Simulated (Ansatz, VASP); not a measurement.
**AlN in VASP and in Ansatz**

INCAR

```
SYSTEM = AlN
ALGO     = Normal         ! electronic algorithm
EDIFF    = 1E-6           ! SCF threshold, eV
ENCUT    = 520            ! plane-wave cutoff, eV
GGA      = PS             ! functional
ISIF     = 2              ! what is computed and relaxed
ISMEAR   = 0              ! smearing method
LASPH    = .TRUE.         ! aspherical terms in the spheres
LCHARG   = .FALSE.        ! write CHGCAR
LREAL    = .FALSE.        ! projectors in reciprocal space
LWAVE    = .FALSE.        ! write WAVECAR
NBANDS   = 11             ! bands
NELM     = 100            ! most SCF steps
PREC     = Accurate       ! precision mode
SIGMA    = 0.02           ! smearing width, eV
```

File KPOINTS:

```
k-points
0
G
  10 10 10
  0 0 0
```

File POSCAR:

```
AlN
1.0
    0.0000000000      2.3467229197      2.3467229197
    2.1720034350      0.1747194848      2.1720034350
    2.3467229197      2.3467229197      0.0000000000
Al N
1 1
Direct
   -0.0079306590      0.0237919769     -0.0079306590
    0.7579306590      0.7262080231      0.7579306590
```

Input for Ansatz:

```yaml
crystal:
  lattice:
    - [0.0, 2.3467229197, 2.3467229197]
    - [2.172003435, 0.1747194848, 2.172003435]
    - [2.3467229197, 2.3467229197, 0.0]
  atoms:
    - { symbol: Al, position: [-0.007930659, 0.0237919769, -0.007930659] }
    - { symbol: "N", position: [0.757930659, 0.7262080231, 0.757930659] }
basis:
  ecutwfc: 420
kpoints:
  mp_grid: { grid: [10, 10, 10] }
hamiltonian:
  xc: pbesol
scf:
  occupations: { method: gaussian, width: 0.02 }
output:
  forces: true
  stress: true
  eigenvalues: true
```

Alike in both runs: task single point; functional PBEsol; k mesh 10 × 10 × 10; occupations gaussian, width 0.02 eV; no spin polarisation.

|  | VASP | Ansatz |
| --- | --- | --- |
| version | VASP 6.6.1 | Ansatz 0.2.0 |
| potentials or method | VASP PAW PBE potentials, release 64 (Al, N) | scalar-relativistic, plane waves, PAW |
| plane-wave cutoff (eV) | 520 | 420 |
| valence electrons in the cell | 8 | 8 |

|  | VASP | Ansatz | Ansatz less VASP |
| --- | --- | --- | --- |
| gap on the k mesh at the Fermi level (eV) | 3.14 | 3.14 | -0.004 |
| least direct gap on the mesh (eV) | 3.16 | 3.15 | -0.011 |
| pressure (GPa) | -4.0 | -4.2 | -0.13 |
| largest component of the traceless stress (GPa) | 23.84 | 23.48 | -0.361 |
| rms of the force components (eV/Å) | 2.550 | 2.509 | -0.0408 |

Atom by atom the forces differ by 0.041 eV/Å (rms over components). The functional is the same, so the differences come from potentials, cutoffs and numerics.

Caveats: the PAW data sets were made with another functional, which shifts forces and pressure a little (VASP). A k mesh can miss the band edges.
